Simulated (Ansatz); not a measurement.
# Sn: the cost of one run

Program: Ansatz 0.2.0. Level of theory: DFT PBE, scalar-relativistic, plane waves, PAW. These are calculated values, not measurements.

2 further runs of the same task are left out: 2 set aside as unsound or not needed.

### 1 Starting point

Symmetry: I4/mmm, No. 139, tetragonal system. Conventional cell: a = 3.484 Å, b = 3.484 Å, c = 4.621 Å, α = 90.00°, β = 90.00°, γ = 90.00°. Sn (site symmetry 4/mmm) has 12 Sn at 3.38 to 3.48 Å as nearest neighbours.

Coordinates:

```cif
data_structure
_symmetry_space_group_name_H-M 'I4/mmm'
_symmetry_Int_Tables_number 139
_cell_length_a 3.4836
_cell_length_b 3.4836
_cell_length_c 4.6214
_cell_angle_alpha 90.000
_cell_angle_beta 90.000
_cell_angle_gamma 90.000
_cell_volume 56.08
loop_
_atom_site_label
_atom_site_type_symbol
_atom_site_symmetry_multiplicity
_atom_site_Wyckoff_symbol
_atom_site_fract_x
_atom_site_fract_y
_atom_site_fract_z
_atom_site_occupancy
Sn1 Sn 2 a 0.00000 0.00000 0.00000 1
```

It is the result of an earlier relaxation at this level (volume 28.04 Å³/atom; gap on the mesh: none (metal)).

### 2 The cell under 8 GPa

At a set pressure the run lowers the enthalpy E + PV, so the energy alone may rise along the way.

File input.yaml:

```yaml
crystal:
  lattice:
    - [-1.7417753045, 1.7417753045, 2.3106794322]
    - [1.7417753045, -1.7417753045, 2.3106794322]
    - [1.7417753045, 1.7417753045, -2.3106794322]
  atoms:
    - { symbol: Sn, position: [0.0, 0.0, 0.0] }
basis:
  ecutwfc: 420
kpoints:
  mp_grid: { grid: [20, 20, 20] }
hamiltonian:
  xc: pbe
scf:
  occupations: { method: fermi_dirac, width: 0.15 }
output:
  forces: true
  stress: true
  eigenvalues: true
relax:
  adjacent_minimum: "off"
  f_tol: 0.001
  max_steps: 60
  cell: { stress_tol: 0.02, p_target: 8.0 }
```

The run is started by

```sh
ansatz run input.yaml --threads 1 --pin off --max-ram 3072MiB --backend cpu --events-out ev --progress --plain --runs-dir out
```

**Question.** How long does this run take on 1 thread of Arm Neoverse V2, shared host, and how much memory does it need?

About 2.3 min, with a peak of 0.52 GiB.
